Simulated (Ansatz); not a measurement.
**Phosphorus, beta-Sn type under revPBE: ground state and equation of state**

The plan for phosphorus in the beta-Sn type structure: relax it, solve it on a dense k-mesh, then scale the cell to 7 volumes from 88 to 112 % of the relaxed one and try a fit of the equation of state. Spin polarisation is left out. The k-meshes are 13×13×9 for the relaxation; 20×20×16 for the dense run; 14×14×11 for the volumes.

Computed with Ansatz 0.2.0 (DFT revPBE, plane waves (420 eV) with PAW, scalar-relativistic; the PAW data stem from PBE, with regenerated cores, unless a step says otherwise).

## (1) Starting point

The structure is tetragonal, space group I4_1/amd (No. 141). Conventional cell: a = 4.892 Å, b = 4.892 Å, c = 2.671 Å, α = 90.00°, β = 90.00°, γ = 90.00°. P (site symmetry -4m2) is surrounded by 6 P at 2.54 to 2.67 Å.

Coordinates:

```
CELL_PARAMETERS angstrom
-2.44617 2.44617 1.33561
2.44617 -2.44617 1.33561
2.44617 2.44617 -1.33561
ATOMIC_POSITIONS crystal
P 0.00000 0.00000 0.00000
P 0.75000 0.25000 0.50000
```

## (2) Relaxing cell and atoms

File input.yaml:

```yaml
crystal:
  lattice:
    - [-2.4461665399, 2.4461665399, 1.3356069308]
    - [2.4461665399, -2.4461665399, 1.3356069308]
    - [2.4461665399, 2.4461665399, -1.3356069308]
  atoms:
    - { symbol: P, position: [0.0, 0.0, 0.0] }
    - { symbol: P, position: [0.75, 0.25, 0.5] }
hamiltonian:
  xc: revpbe
  pseudopotentials:
    kind: paw
    azcp:
      P: "pseudopotentials/P.paw.azcp"
basis:
  ecutwfc: 420
  fft_grid_basis: typed
kpoints:
  mp_grid: { grid: [13, 13, 9], shift: [0, 0, 0] }
magnetization:
  spin_polarized: false
scf:
  occupations: { method: fermi_dirac, width: 0.1 }
relax:
  max_steps: 60
  f_tol: 0.01
  cell: {}
```

After this run come: The energy on a finer k-mesh; At 88 % of the relaxed volume; At 92 % of the relaxed volume; At 96 % of the relaxed volume; At 100 % of the relaxed volume; At 104 % of the relaxed volume; At 108 % of the relaxed volume; At 112 % of the relaxed volume.

Q: Predict the outcome of this session. Wanted: space group; conventional cell; volume; shortest distance; gap on the mesh; relative to black phosphorus; highest ELF outside the cores; V₀, B₀, B₀′.

The runs gave:

| quantity | value |
| --- | --- |
| space group (spins left aside) | Cmcm (No. 63) |
| conventional cell | a = 2.660 Å, b = 13.655 Å, c = 3.270 Å |
| volume | 29.693 Å³/atom |
| shortest distance | 2.230 Å |
| gap on the mesh | none (levels filled in part) |
| relative to black phosphorus | +172 meV/atom |
| highest ELF outside the cores | 0.97, 1.05 Å from the nearest atom |
| V₀, B₀, B₀′ | 29.696 Å³/atom, 49 GPa, 4.1 |

The relaxation enlarged the cell by 85.8 % in volume. What began as beta-Sn type has relaxed into Cmcm. What follows belongs to that structure, not to the type named at the start. The mesh has less symmetry than the lattice, which may have let the distortion in. It lies 172 meV/atom above the element's reference form at the same level (black phosphorus, from a run of its own). No gap shows: it is a metal or semimetal at this level. The fitted modulus is 49 GPa; letting shape and positions relax at each volume could only lower it.
